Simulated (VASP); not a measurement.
Crystal: SiC.

```
Si C
1.0
     3.07569    0.00000    0.00000
    -1.53785    2.66363    0.00000
     0.00000    0.00000   10.07065
Si C
4 4
Direct
  0.66667 0.33333 0.93784
  0.33333 0.66667 0.43784
  0.00000 0.00000 0.68789
  0.00000 0.00000 0.18789
  0.66667 0.33333 0.74980
  0.33333 0.66667 0.24980
  0.00000 0.00000 0.50046
  0.00000 0.00000 0.00046
```

The cell is a database's computed one.

| Property | Result |
| --- | --- |
| Program | VASP 6.6.1 |
| Task | relaxation of cell and atoms |
| Functional | PBE |
| Potentials or basis | VASP PAW PBE potentials, release 64 (Si, C) |
| Cutoff | 600 eV |
| k mesh | 12 × 12 × 3 |
| Occupations | gaussian, width 0.03 eV |
| Spin | no spin polarisation |

At the start: pressure 3.7 GPa; volume 10.31 Å³/atom.

Task: How do energy, volume and symmetry change on relaxing?

Result: Over 3 steps the energy falls by 2.0 meV/atom and the volume is 10.49 Å³/atom (+1.7 %); space group P6_3mc (No. 186, to 0.05 Å).

Step by step:
| step | energy change (eV) | largest force (eV/Å) | pressure (GPa) | volume (Å³) |
| --- | --- | --- | --- | --- |
| 1 | 0.0000 | 0.0055 | 3.72 | 82.50 |
| 2 | 0.0009 | 0.0173 | -3.60 | 85.40 |
| 3 | -0.0161 | 0.0065 | 0.00 | 83.91 |

Final structure:
```
Si C
1.0
     3.09331    0.00000    0.00000
    -1.54666    2.67889    0.00000
     0.00000    0.00000   10.12634
Si C
4 4
Direct
  0.66667 0.33333 0.93783
  0.33333 0.66667 0.43783
  0.00000 0.00000 0.68790
  0.00000 0.00000 0.18790
  0.66667 0.33333 0.74982
  0.33333 0.66667 0.24982
  0.00000 0.00000 0.50045
  0.00000 0.00000 0.00045
```
